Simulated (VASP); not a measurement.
Write the native input for VASP 6.6.1 that does the following.

* Task: relaxation of the atoms
* Functional: PBE
* Potentials or basis: VASP PAW PBE potentials, release 64 (Ta_pv, C_s)
* Cutoff: 300 eV
* k mesh: 7 × 7 × 7
* Occupations: methfessel-paxton, width 0.1 eV
* Spin: no spin polarisation
* Further INCAR settings: ALGO = Normal; EDIFF = 1e-07; IBRION = 2; EDIFFG = -0.01; NSW = 40

The structure of TaC lies in POSCAR:

```
TaC                                     
1.0
    0.0000000000      2.2065645032      2.2065645032
    2.2065645032      0.0000000000      2.2065645032
    2.2065645032      2.2065645032      0.0000000000
  Ta              C             
     1     1
Direct
     0.0000000000000000    0.0000000000000000    0.0000000000000000
     0.5000000000000000    0.5000000000000000    0.5000000000000000
```

The cell isn't the ideal one: a relaxed cell with its volume scaled by 0.96.

These files were run (other wordings do the same):

INCAR

```
ALGO     = Normal         # electronic algorithm
EDIFF    = 1E-7           # SCF threshold, eV
EDIFFG   = -0.01          # ionic threshold
ENCUT    = 300            # plane-wave cutoff, eV
GGA      = PE             # functional
IBRION   = 2              # ionic algorithm
ISIF     = 2              # what is computed and relaxed
ISMEAR   = 1              # smearing method
LASPH    = True           # aspherical terms in the spheres
LCHARG   = False          # write CHGCAR
LREAL    = False          # projectors in reciprocal space
LWAVE    = False          # write WAVECAR
NELM     = 80             # most SCF steps
NSW      = 40             # ionic steps
PREC     = Accurate       # precision mode
SIGMA    = 0.1            # smearing width, eV
```

KPOINTS

```
k-points
0
Gamma
  7 7 7
```

Potentials or basis: VASP PAW PBE potentials, release 64 (Ta_pv, C_s).

Launch:

```sh
$ cat potpaw_PBE.64/Ta_pv/POTCAR potpaw_PBE.64/C_s/POTCAR > POTCAR
$ mpirun -np 1 vasp_std > vasp.out
```

It gave:

```
Band gap on the k mesh : none (metal or under the smearing width)
```

Caveat: the relaxation stopped at its first step, so nothing moved.

Wall time 4.2 s on 1 thread of Intel(R) Xeon(R) Platinum 8259CL CPU @ 2.50GHz (Skylake/Cascade Lake), on a shared host, peak memory 0.11 GiB.
